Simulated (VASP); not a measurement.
Wanted: the native input for a VASP 6.6.1 run.

| Property | Result |
| --- | --- |
| Task | single point |
| Functional | PBEsol |
| Potentials or basis | VASP PAW PBE potentials, release 64 (Li_sv) |
| Cutoff | 520 eV |
| k mesh | 14 × 14 × 14 |
| Occupations | fermi-dirac, width 0.1 eV |
| Spin | no spin polarisation |
| Dipole correction | no |
| Further INCAR settings | ALGO = Fast; EDIFF = 1e-06; NBANDS = 8 |

The structure of Li lies in POSCAR:

```
Li
1.0
    0.0000000000      2.2427866481      2.2427866481
    2.2427866481      0.0000000000      2.2427866481
    2.2427866481      2.2427866481      0.0000000000
Li
1
Direct
    0.0000000000      0.0000000000      0.0000000000
```

This isn't the form of Li at room conditions, which is bcc.

The input as run:

INCAR

```
  PREC = Accurate
  ENCUT = 520
  EDIFF = 1E-6
  ISMEAR = -1
  SIGMA = 0.1
  LREAL = False
  LASPH = True
  NELM = 80
  ALGO = Fast
  ISIF = 2
  LWAVE = False
  LCHARG = True
  GGA = PS
  LELF = True
  LVHAR = True
  NBANDS = 8
```

KPOINTS

```
Automatic mesh
0
Gamma
  14 14 14
```

Potentials or basis: VASP PAW PBE potentials, release 64 (Li_sv).

Command:

```sh
$ cat potpaw_PBE.64/Li_sv/POTCAR > POTCAR
$ mpirun -np 1 vasp_std > vasp.out
```

Results of the run:

```
Band gap on the k mesh : none (metal or under the smearing width)
```

It took 18 s on 1 thread of Intel(R) Xeon(R) Platinum 8259CL CPU @ 2.50GHz (Skylake/Cascade Lake), on a shared host, peak memory 0.13 GiB.
